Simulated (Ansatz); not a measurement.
Crystal: TaN.

```
Ta N
1.0
     5.19600    0.00000    0.00000
    -2.59800    4.49987    0.00000
     0.00000    0.00000    2.91100
Ta N
3 3
Direct
  0.00000 0.00000 0.00000
  0.66667 0.33333 0.50000
  0.33333 0.66667 0.50000
  0.00000 0.39285 0.00000
  0.60715 0.60715 0.00000
  0.39285 0.00000 0.00000
```

Base run:

```yaml
Program: Ansatz 0.2.0
Functional: PBEsol
Potentials_or_basis: Ansatz PAW
Cutoff: 420 eV
Density_cutoff: 1680 eV
k_mesh: 5 × 5 × 7
Occupations: fermi-dirac, width 0.05 eV
Spin: spin-orbit coupling, no magnetisation
```

Its results: band gap on the k mesh none (metal or under the smearing width); pressure -4.2 GPa; largest force 0.003 eV/Å.

Task: After a change of settings the same cell gave: band gap on the k mesh none (metal or under the smearing width); pressure -0.1 GPa; largest force 0.061 eV/Å. Which change was it?
A. functional from PBEsol to r2SCAN; cutoff from 420 eV to 500 eV; density cutoff from 1680 eV to 2000 eV
B. functional from PBEsol to LDA
C. k mesh from 5 × 5 × 7 to 6 × 6 × 9; spin from spin-orbit coupling, no magnetisation to no spin polarisation; potential files from those of the base run to others of the same set
D. k mesh from 5 × 5 × 7 to 6 × 6 × 9

Result: A.

Caveats: the PAW data sets come from PBE, with cores solved anew for the run's functional, which leaves a small shift of forces and pressure.

Not every run made on this cell is shown here.
